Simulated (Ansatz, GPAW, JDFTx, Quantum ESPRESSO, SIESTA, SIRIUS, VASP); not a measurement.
## One calculation of GaSb, 8 ways

```
CELL_PARAMETERS angstrom
0.00000 3.05900 3.05900
3.05900 0.00000 3.05900
3.05900 3.05900 0.00000
ATOMIC_POSITIONS crystal
Sb 0.75000 0.75000 0.75000
Ga 0.00000 0.00000 0.00000
```

Alike in all runs: task single point; functional PBEsol; k mesh 8 × 8 × 8; occupations fermi-dirac, width 0.05 eV; no spin polarisation; no spin-orbit coupling. Pressure is positive in compression and, in plane waves, holds the error of the finite cutoff, which Ansatz's Pulay term estimates and takes out.

```csv
program and potentials,plane-wave cutoff (eV),notes,band gap (eV),pressure (GPa)
"Ansatz, Ansatz PAW",420,"potentials made for PBE, which Ansatz adapts in part; 14 valence electrons an atom on average; Pulay term of +0.03 GPa included",no gap,-0.16
"Ansatz, all-electron LAPW, scalar-relativistic",-,-,no gap,-0.15
"SIRIUS, PseudoDojo 0.4.1 PBEsol standard (scalar relativistic)",1102,14 valence electrons an atom on average,0.00,-0.13
"GPAW, PAW data sets generated for this functional",600,9 valence electrons an atom on average,no gap,-0.13
"JDFTx, PseudoDojo-SR-PBEsol-0.4.1-standard with smoothed tails",1088,14 valence electrons an atom on average,no gap,-0.15
"Quantum ESPRESSO, GBRV 1.5 PBEsol",762,17 valence electrons an atom on average,no gap,-0.14
"VASP, PBE PAW files Ga_d, Sb, 520 eV",520,potentials made for PBE; 9 valence electrons an atom on average,?,?
"SIESTA, files PseudoDojo sr-pbesol-0.4.1-standard, DZP (energy shift 0.003 Ry; two zetas on semicore shells)",-,atomic basis; 14 valence electrons an atom on average,0.08,0.05
```

Estimate from the other rows what the run with VASP, PBE PAW files Ga_d, Sb, 520 eV gave.

No band gap; pressure -0.06 GPa. The other rows, which needn't bracket it: band gap 0.00 to 0.08; pressure -0.16 to 0.05.
